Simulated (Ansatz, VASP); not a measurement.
**Two plane-wave programs on LiCl**

```
Li Cl
1.0
     3.92488    0.00000    0.00000
    -1.96244    3.39905    0.00000
     0.00000    0.00000    6.35716
Li Cl
2 2
Direct
  0.66667 0.33333 0.87602
  0.33333 0.66667 0.37602
  0.66667 0.33333 0.49898
  0.33333 0.66667 0.99898
```

Measurements of this composition are mostly on another form, of space group No. 225.

Alike in both runs: task single point; functional LDA; k mesh 5 × 5 × 3; no spin polarisation.

|  | VASP | Ansatz |
| --- | --- | --- |
| version | VASP 6.6.1 | Ansatz 0.2.0 |
| potentials or method | VASP PAW LDA potentials, release 64 (Li_sv, Cl) | plane waves, PAW |
| plane-wave cutoff (eV) | 520 | 531 |
| occupations | gaussian, width 0.01 eV | fixed |
| valence electrons in the cell | 20 | 20 |

Ansatz gave:

```
gap on the k mesh at the Fermi level (eV) : 5.52
```

**Question.** Which values does VASP return?

**Answer.** gap on the k mesh at the Fermi level (eV): 5.53.

 As with any semilocal functional, this LDA gap is likely too small.
